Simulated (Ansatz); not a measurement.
# WC: the change of energy less free atoms and pressure with volume scale

Results calculated with Ansatz 0.2.0, not measured. Periodic Kohn-Sham DFT of a crystal at fixed atoms, scaled to volume_scale times the given cell; pressure positive in compression, energy less spherical unpolarised free atoms, largest_vzz the field gradient of largest size among the nuclei.

The cell before it is scaled or strained (space group P-6m2, No. 187):
```
cell vectors (Å)
   2.9005     0.0000     0.0000
  -1.4503     2.5119     0.0000
   0.0000     0.0000     2.8290
atoms (fractions of the cell vectors)
W   0.00000  0.00000  0.00000
C   0.66667  0.33333  0.50000
```

Settings of every row: method all-electron LAPW; functional PBE; relativity scalar; k mesh 13x13x12; filling fermi-dirac; smearing width 0.05 eV; basis error target 1 meV/atom; nucleus gaussian.

Atom start moment: 0 on all atoms.

Limits: no spin-orbit coupling on heavy atoms.

```csv
row,volume scale,V (Å³/atom),energy less free atoms (eV/atom),pressure (GPa)
1,0.94,9.687,-10.3856,37.95
2,0.9405,9.693,-10.3868,37.665
3,0.96,9.893,-10.4273,27.093
4,0.97,9.997,-10.4431,22.072
5,0.98,10.1,-10.4557,17.303
6,1,10.306,?,?
7,1.01,10.409,-10.4763,4.383
8,1.02,10.512,-10.4779,0.499
9,1.03,10.615,-10.477,-3.191
10,1.04,10.718,-10.4738,-6.697
11,1.06,10.924,-10.4609,-13.191
```

Question: what energy less free atoms and pressure should row 6 give?

Worked fit of energy less free atoms. Take u = (V_r/V)^(2/3) − 1 with V_r = 10.255 Å³ an atom, which is twice the finite (Eulerian) strain; such expansions in the strain, on which the Birch-Murnaghan equation of state is built, carry the rest volume and the bulk modulus. The shown rows have u = 0.03872, 0.03829, 0.02425, 0.01713, 0.01021, -0.00989, -0.01637, -0.02274, -0.02901, -0.04126. Least squares give energy less free atoms = −10.46917 + 1.0167 × u + 29.529 × u² eV/atom; a straight line predicts inner rows, each left out in turn, worse (root mean square 0.017 against 0.00011 eV/atom). The rows lie off it by -0.0001, 0.0001, -0.0001, 0.0000, 0.0000, 0.0000, 0.0000, 0.0000, 0.0000, -0.0001. Its lowest point lies at u = -0.0172, or V = 10.53 Å³ an atom, and the curvature there gives the bulk modulus at fixed shape and fractions, B = (4/9)(1 + u)² E″(u)/V = 386 GPa. Letting shape and atoms relax would as a rule lower it, by much in layered, chain or molecular crystals. The withheld row has u = -0.0033, so the fit gives −10.46917 + 1.0167 × (-0.0033) + 29.529 × (-0.0033)² = -10.4722 eV/atom.

The calculation gave -10.4722 eV/atom. The fit meets it to the printed digit.

Worked fit of pressure. Take u = (V_r/V)^(2/3) − 1 with V_r = 10.255 Å³ an atom, which is twice the finite (Eulerian) strain; such expansions in the strain, on which the Birch-Murnaghan equation of state is built, carry the rest volume and the bulk modulus. The shown rows have u = 0.03872, 0.03829, 0.02425, 0.01713, 0.01021, -0.00989, -0.01637, -0.02274, -0.02901, -0.04126. Least squares give pressure = 10.572 + 643.373 × u + 1648.64 × u² GPa; a straight line predicts inner rows, each left out in turn, worse (root mean square 0.95 against 0.036 GPa). The rows lie off it by -0.005, 0.041, -0.050, -0.005, -0.010, 0.013, 0.017, 0.015, 0.008, -0.024 (root mean square 0.024 GPa). The pressure vanishes at u = -0.0172, or V = 10.53 Å³ an atom, and there the bulk modulus at fixed shape and fractions is B = −V dP/dV = (2/3)(1 + u) dP/du = 384 GPa. Letting shape and atoms relax would as a rule lower it, by much in layered, chain or molecular crystals. The withheld row has u = -0.0033, so the fit gives 10.572 + 643.373 × (-0.0033) + 1648.64 × (-0.0033)² = 8.467 GPa.

The calculation gave 8.471 GPa. The fit lies 0.004 GPa (0.0078 % of the column's range) below it; its largest miss of a shown row is 0.050 GPa.
